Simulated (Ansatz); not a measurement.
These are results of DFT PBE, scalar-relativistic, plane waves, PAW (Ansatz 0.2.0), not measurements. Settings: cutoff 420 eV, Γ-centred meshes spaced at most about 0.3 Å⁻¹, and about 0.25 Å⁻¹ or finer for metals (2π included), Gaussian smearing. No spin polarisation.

These are static total energies at zero pressure.

Two forms of PbO2 were relaxed alike.

A.

```yaml
crystal:
  lattice:
    - [0.00000, 2.70456, 2.70456]
    - [2.70456, 0.00000, 2.70456]
    - [2.70456, 2.70456, 0.00000]
  atoms:
    - { symbol: Pb, position: [0.00000, 0.00000, 0.00000] }
    - { symbol: O, position: [0.25000, 0.25000, 0.25000] }
    - { symbol: O, position: [0.75000, 0.75000, 0.75000] }
```

B.

```yaml
crystal:
  lattice:
    - [-2.14851, 2.14851, 5.46170]
    - [2.14851, -2.14851, 5.46170]
    - [2.14851, 2.14851, -5.46170]
  atoms:
    - { symbol: Pb, position: [0.00000, 0.00000, 0.00000] }
    - { symbol: Pb, position: [0.75000, 0.25000, 0.50000] }
    - { symbol: O, position: [0.79906, 0.79906, 0.00000] }
    - { symbol: O, position: [0.95094, 0.45094, 0.50000] }
    - { symbol: O, position: [0.54906, 0.04906, 0.50000] }
    - { symbol: O, position: [0.20094, 0.20094, 0.00000] }
```

Question: Which would you expect to be lower, and how large is the difference?

Answer: B is lower, by 62 meV/atom. A has the fluorite type, space group Fm-3m (No. 225), 13.2 Å³/atom and no gap on its mesh; B has the anatase type, space group I4_1/amd (No. 141), 16.8 Å³/atom and no gap. Counting O atoms around Pb (those within 1.25 times the shortest such distance or 1.15 times the sum of covalent radii), A has Pb 8 and B has Pb 6. The lower one is the more open, so pressure narrows the difference. In A, around Pb lie 8 O at 2.34 Å; around O lie 4 Pb at 2.34 Å and 6 O at 2.70 Å. In B, Pb is surrounded by 6 O at 2.19–2.21 Å; O is surrounded by 3 Pb at 2.19–2.21 Å. Origin: A, reached from a cell as deposited in COD; B, invented. The lowest form computed isn't among them: it has the rutile type, space group P4_2/mnm (No. 136), 14.8 Å³/atom, is reached from a cell as deposited in COD and lies 48 meV/atom below the best shown. The higher one, A, is the form on record in the Crystallography Open Database, so temperature, pressure or the functional's error must bridge the margin.

These runs have no spin–orbit coupling, which can matter for Pb. The zero gap of Fm-3m, I4_1/amd may come from the functional, which often closes small gaps. Cells relaxed within their symmetry can be saddle points. Some candidate types were left out of the draw beforehand, so a known form may be missing.
